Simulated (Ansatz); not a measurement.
# Hf in Ansatz: reference runs

Aim: a first look at Hf with PBE, on the cell as given.

Everything below comes from runs of Ansatz 0.2.0. Logs are shortened: lines on timing, memory, paths and dates and some standing lists are left out, and cuts for length are marked.

### Step 1. The structure

The cell holds a sheet with vacuum, 1 atom: a = 2.934 Å, b = 2.934 Å, c = 23.800 Å, α = 90.00°, β = 90.00°, γ = 120.00°.

The cell was built by a generator and needn't be a form met in nature.

### Step 2. Single point, PBE

Contents of input.yaml:

```yaml
crystal:
  lattice:
    - [2.93352, 0.0, 0.0]
    - [-1.46676, 2.5405, 0.0]
    - [0.0, 0.0, 23.8]
  atoms:
    - { symbol: Hf, position: [0.0, 0.0, 0.29412] }
kpoints:
  mp_grid: { grid: [10, 10, 1] }
scf:
  occupations: { method: fermi_dirac, width: 0.05 }
hamiltonian:
  xc: pbe
  pseudopotentials: { kind: all_electron, lapw: { basis_error: 0.001 } }
output:
  forces: true
  stress: true
  eigenvalues: true
  populations: true
```

Potentials or basis: all-electron LAPW, scalar-relativistic.

Launch:

```console
$ ansatz run input.yaml --threads 2 --pin off --max-ram 8192MiB --backend cpu --events-out ev --progress --plain --runs-dir out
```

Log:

```text
Warning: RAYON_NUM_THREADS=2 ignored (pool sized by the plan → 2); use --threads N
Hf: projections on atomic orbitals take those of the free atom 1s2 2s2 2p6 3s2 3p6 3d10 4s2 4p6 4d10 4f14 5s2 5p6 5d2 6s2, of charge +0.00 (hamiltonian.pseudopotentials.projection_atoms)
LAPW: plane waves up to 8.128 Å⁻¹, error target 1.0e-3 eV per atom; small_component_spin mean_spin; Hf in spheres of 1.467 Å, 36 of its electrons in bands, Dirac shells [] (how accurate: hamiltonian.pseudopotentials.lapw.basis_error, Limitations)
Engine: ansatz 0.2.0, x86_64-unknown-linux-gnu
Pseudopotentials: kind: all_electron
Pseudopotential: Hf, LAPW, valence charge 36, lapw/all_electron/scalar/gaussian/Hf, Koelling and Harmon's equation, gaussian nucleus
Functional definition: PBE
  parameter kappa = 0.804
  parameter beta = 0.06672455060314922
  exchange = pbe_x(kappa = kappa, mu = beta*pi^2/3)
  correlation = pbe_c(beta = beta)
Crystal: 1 atoms, lattice volume = 177.372 Å³
Basis set: ecut = 251.72772492979618 eV, 1621 PW (Γ), exchange–correlation at level 2
Bands: 22, of which v1, the nominal top of the filled ones, is band 18 counted from 1 (17 counted from 0)
Symmetry: 24 space group operations
Space group: P6/mmm (ITA 191), of the structure as read, at distance tolerance 5.6e-5 Å
k-points: 14 of 100
Non-local potential: Hf, projectors of the file, none
Initial density: superposition of atomic densities (neutral atoms: chi_scale 0, normalization atom)
Initial wavefunctions: plane waves of lowest kinetic energy (no species holds an atomic orbital)
Functional: x = pbe(κ = 0.804, μ = 0.2195149727645171), c = pbe(β = 0.06672455060314922)
iter 1 solved again at ethr=4.86e-3 eV; its pass at ethr=1.00e-1 eV (dr2=1.75e0 eV) is discarded
SCF iter   1: F=—  HF=-410248.599521 eV  |F-HF|=—  |Δ(HF+E_count)|=         —  Δρ=1.78e-2  dr2=1.75e0  ethr=4.86e-3  ⟨swp⟩=2.6  Hψ=1958  notcnv=0
preconditioner: auto → LDOS  [metal: Δε(μ)=0.029 eV  Ē_g=12.340 eV  σ=0.050 eV  W_gap=0.15  n_scr=14 (ndim 8)  ℏωp=11.8 eV  f_vac=0.794  D(μ)=3.93/eV (n_scr^D=14)  β→1.0]
iter 2 solved again at ethr=2.40e-4 eV; its pass at ethr=4.86e-3 eV (dr2=8.63e-2 eV) is discarded
SCF iter   2: F=—  HF=-410248.021314 eV  |F-HF|=—  |Δ(HF+E_count)|=   5.78e-1  Δρ=9.29e-3  dr2=8.63e-2  ethr=2.40e-4  ⟨swp⟩=2.1  Hψ=1695  notcnv=0  defer=2
SCF iter   3: F=—  HF=-410248.231391 eV  |F-HF|=—  |Δ(HF+E_count)|=   2.10e-1  Δρ=2.69e-3  dr2=4.49e-2  ethr=2.40e-4  ⟨swp⟩=3.4  Hψ=1044  notcnv=0  defer=1
SCF iter   4: F=—  HF=-410248.124724 eV  |F-HF|=—  |Δ(HF+E_count)|=   1.07e-1  Δρ=1.92e-3  dr2=3.35e-2  ethr=1.25e-4  ⟨swp⟩=2.1  Hψ=974  notcnv=0
SCF iter   5: F=—  HF=-410248.119574 eV  |F-HF|=—  |Δ(HF+E_count)|=         —  Δρ=6.19e-4  dr2=2.55e-3  ethr=9.31e-5  ⟨swp⟩=3.0  Hψ=997  notcnv=0
the basis was enlarged: its passes take 261.2 KiB over the memory plan, 2 of 2 planned eigensolver slots
SCF iter   6: F=—  HF=-410248.119751 eV  |F-HF|=—  |Δ(HF+E_count)|=   1.78e-4  Δρ=2.16e-4  dr2=6.24e-4  ethr=7.07e-6  ⟨swp⟩=3.0  Hψ=975  notcnv=0
SCF iter   7: F=—  HF=-410248.119738 eV  |F-HF|=—  |Δ(HF+E_count)|=   1.37e-5  Δρ=5.65e-5  dr2=1.61e-5  ethr=1.73e-6  ⟨swp⟩=3.0  Hψ=978  notcnv=0
SCF iter   8: F=—  HF=-410248.119742 eV  |F-HF|=—  |Δ(HF+E_count)|=   4.90e-6  Δρ=1.52e-5  dr2=5.75e-7  ethr=4.48e-8  ⟨swp⟩=3.0  Hψ=973  notcnv=0
SCF iter   9: F=-410248.119745 eV  HF=-410248.119745 eV  |F-HF|=1.18e-7  |Δ(HF+E_count)|=   2.38e-6  Δρ=3.23e-6  dr2=5.68e-8  ethr=1.60e-9  ⟨swp⟩=3.1  Hψ=975  notcnv=0
SCF 1 converged in 9 iterations: F = -410248.119745 eV  dr2 = 5.68e-8
SCF converged after 9 iterations
Free energy (F): -410248.119745 eV
Harris-Foulkes:  -410248.119745 eV  (|F-HF|=1.18e-7)
Internal energy: -410248.093809 eV  (E = F + TS)
E sigma→0 (E₀):  -410248.106777 eV
Entropy (-TS):   -0.025936 eV (-25.936 meV/atom)
Fermi energy:    -1.184384 eV
--- Per-component energies (eV) ---
  E_band       = -2535.016185
  E_kinetic    = 456476.067477
  E_xc         = -8414.045898
  E_electrostatic = -858310.115388  (all electrons and nuclei)
  E_smearing   = -0.025936  (= −TS)
  E_closure    = 0.000000  (closes the sum)
  E_atoms      = -410242.921030  (free atoms, spherical and without spin; not in F)
  Σ components = -410248.119745   (vs F -410248.119745, Δ=0.00e0)
  Basis errors (estimates in eV, not in F): energy 4.5e-4 per atom: plane waves 4.1e-4 (2.5e-4 summed), levels above the bands 6.6e-38, relativity 9.4e-8, radial functions 4.0e-5, core shells 1.2e-6; eigenvalues (radial functions only) 1.3e-6; not estimated: angular momenta, meshes, grids; target (lapw.basis_error) 1.0e-3; muffin-tin radii Hf 1.467 Å
--- Forces (eV/Å), atoms counted from 1 ---
  atom   1  Hf    -0.00000000     0.00000000     0.00000000
  max |Σ_I F_I| component: 7.56e-31 eV/Å
--- Stress (GPa, compression-positive) ---
       -0.235558      -0.000000      -0.000000
        0.000000      -0.235558       0.000000
       -0.000000       0.000000       0.000509
  P = ⅓ Tr σ = -0.1569 GPa (-1.569 kbar)
--- Band table (eV; the first three rows and the last of 14) ---
  k-point 0: bands = ["-202.5477", "-202.5382", "-202.5382", "-202.5165", "-202.5165", "-63.1182", "-31.9287", "-31.1405", "-31.1405", "-13.1100", "-13.0894", "-13.0208", "-13.0208", "-13.0111", "-13.0111", "-12.9474", "-6.7293", "-1.4793", "-0.9367", "0.6097", "0.6097", "2.8501"]
  k-point 1: bands = ["-202.5477", "-202.5382", "-202.5382", "-202.5165", "-202.5165", "-63.1080", "-31.9111", "-31.2659", "-31.1683", "-13.1007", "-13.0854", "-13.0217", "-13.0184", "-13.0168", "-13.0127", "-12.9589", "-6.3075", "-1.2688", "-0.9849", "0.1913", "0.9908", "3.0415"]
  k-point 2: bands = ["-202.5477", "-202.5382", "-202.5382", "-202.5165", "-202.5165", "-63.0812", "-31.8647", "-31.5840", "-31.2404", "-13.0758", "-13.0758", "-13.0348", "-13.0227", "-13.0205", "-13.0061", "-12.9838", "-5.2152", "-1.2165", "-0.9361", "-0.2959", "2.0903", "2.9973"]
  k-point 13: bands = ["-202.5477", "-202.5382", "-202.5382", "-202.5165", "-202.5165", "-62.9987", "-32.0995", "-31.8700", "-31.7213", "-13.0768", "-13.0571", "-13.0486", "-13.0388", "-13.0109", "-12.9962", "-12.9883", "-1.3207", "-1.1833", "-0.7106", "-0.0820", "1.5465", "6.8889"]
--- Löwdin populations: 1 site ---
  site symbol       q [e]
     0     Hf     71.9478
  spilling = 0.000725 (of n_electrons = 72.000000)
```

Run time: 4.5 s. Hardware: 2 threads of Intel Xeon 6975P-C (Granite Rapids), shared host; peak memory 0.44 GiB.

What came out:

| Property | Result |
| --- | --- |
| Free energy | -410248.1197 eV |
| Band gap on the k mesh | none (metal or under the smearing width) |

Spin-orbit coupling is left out, which matters for the levels of Hf.
